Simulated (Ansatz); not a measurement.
The system is La2O3.

```
La O
1.0
     3.93078    0.00000    0.00000
    -1.96539    3.40415    0.00000
     0.00000    0.00000    6.11195
La O
2 3
Cartesian
  0.0000 2.2694 1.5050
  1.9654 1.1347 4.6070
  0.0000 0.0000 0.0000
  0.0000 2.2694 3.9477
  1.9654 1.1347 2.1643
```

The cell is a database's computed one.

Base run:

- Program: Ansatz 0.2.0
- Functional: PBEsol
- Potentials or basis: Ansatz PAW
- Cutoff: 420 eV (not typed: the program's choice for these potentials)
- k mesh: 8 × 8 × 5
- Occupations: fermi-dirac, width 0.05 eV
- Spin: no spin polarisation

Its results: band gap on the k mesh 3.81 eV, indirect (least direct gap 3.96 eV); pressure -3.0 GPa; largest force 0.093 eV/Å.

The run is repeated on the same cell with these changes: functional from PBEsol to LDA. What comes out?

Band gap on the k mesh 3.77 eV, indirect (least direct gap 3.92 eV); pressure -6.3 GPa; largest force 0.170 eV/Å.

LDA binds more tightly than PBEsol, so the same cell stands under less pressure.

Caveats: spin-orbit coupling is left out, which moves the levels of the heavy elements; the PAW data sets come from PBE, with cores solved anew for the run's functional, which leaves a small shift of forces and pressure.

A k mesh can miss the band edges.
